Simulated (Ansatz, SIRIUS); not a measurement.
Given: the input of a run of Ansatz 0.2.0 on Si. This isn't the form of Si at room conditions, which is diamond.

File input.yaml:

```yaml
crystal:
  lattice:
    - [-2.3713723045, 2.3713723045, 1.3292653899]
    - [2.3713723045, -2.3713723045, 1.3292653899]
    - [2.3713723045, 2.3713723045, -1.3292653899]
  atoms:
    - { symbol: Si, position: [0.5, 0.5, 0.0] }
    - { symbol: Si, position: [0.25, 0.75, 0.5] }
hamiltonian:
  xc: pbesol
  pseudopotentials: { kind: paw }
kpoints:
  mp_grid: { grid: [11, 11, 11] }
scf:
  occupations: { method: fermi_dirac, width: 0.05 }
output:
  forces: true
  stress: true
  eigenvalues: true
```

Potentials or basis: Ansatz PAW.

Command:

```console
$ ansatz run input.yaml --threads 1 --pin off --max-ram 3584MiB --backend cpu --events-out ev --progress --plain --runs-dir out
```

**Question.** Translate it to SIRIUS 7.12.0. Potentials or basis there: PseudoDojo 0.4.1 PBEsol standard (scalar relativistic), cutoff 490 eV.

**Answer.** As run (cutoffs and basis follow the program's own potentials, and thresholds, step limits or extra output files can differ):

Contents of sirius.json:

```json
{
  "control": {
    "processing_unit": "cpu",
    "verbosity": 2,
    "num_bands_to_print": 10,
    "print_forces": true,
    "print_stress": true
  },
  "parameters": {
    "electronic_structure_method": "pseudopotential",
    "xc_functionals": ["XC_GGA_X_PBE_SOL", "XC_GGA_C_PBE_SOL"],
    "gk_cutoff": 6.0,
    "pw_cutoff": 12.0,
    "ngridk": [11, 11, 11],
    "shiftk": [0, 0, 0],
    "smearing": "fermi_dirac",
    "smearing_width": 0.0018374661,
    "num_bands": 10,
    "num_mag_dims": 0,
    "num_dft_iter": 100,
    "energy_tol": 1e-08,
    "density_tol": 1e-06
  },
  "iterative_solver": {
    "type": "davidson",
    "min_tolerance": 1e-10
  },
  "mixer": {
    "type": "anderson",
    "beta": 0.7,
    "max_history": 8
  },
  "settings": {
    "tol_ne": 1e-10,
    "pseudo_grid_cutoff": 6.5
  },
  "unit_cell": {
    "lattice_vectors": [
      [-4.481244195028, 4.481244195028, 2.511947533855],
      [4.481244195028, -4.481244195028, 2.511947533855],
      [4.481244195028, 4.481244195028, -2.511947533855]
    ],
    "atom_coordinate_units": "lattice",
    "atom_types": ["Si"],
    "atom_files": {
      "Si": "Si.json"
    },
    "atoms": {
      "Si": [
        [0.5, 0.5, 0.0],
        [0.25, 0.75, 0.5]
      ]
    }
  }
}
```

Potentials or basis: PseudoDojo 0.4.1 PBEsol standard (scalar relativistic).

Launch:

```sh
$ upf_to_json Si.upf
$ OMP_NUM_THREADS=1 sirius.scf --input=sirius.json --output=out.json --task=0
```

Both were run:

|  | Ansatz | SIRIUS |
| --- | --- | --- |
| Pressure | 0.7 GPa | 0.6 GPa |

Ansatz's pressure holds a Pulay term of +0.03 GPa for its cutoff of 420 eV, which the other run lacks.

Ansatz's potentials were made for PBE.

Where Ansatz's input types no cutoff or centring, it takes its own default and a Γ-centred mesh.

Pressure is positive in compression.
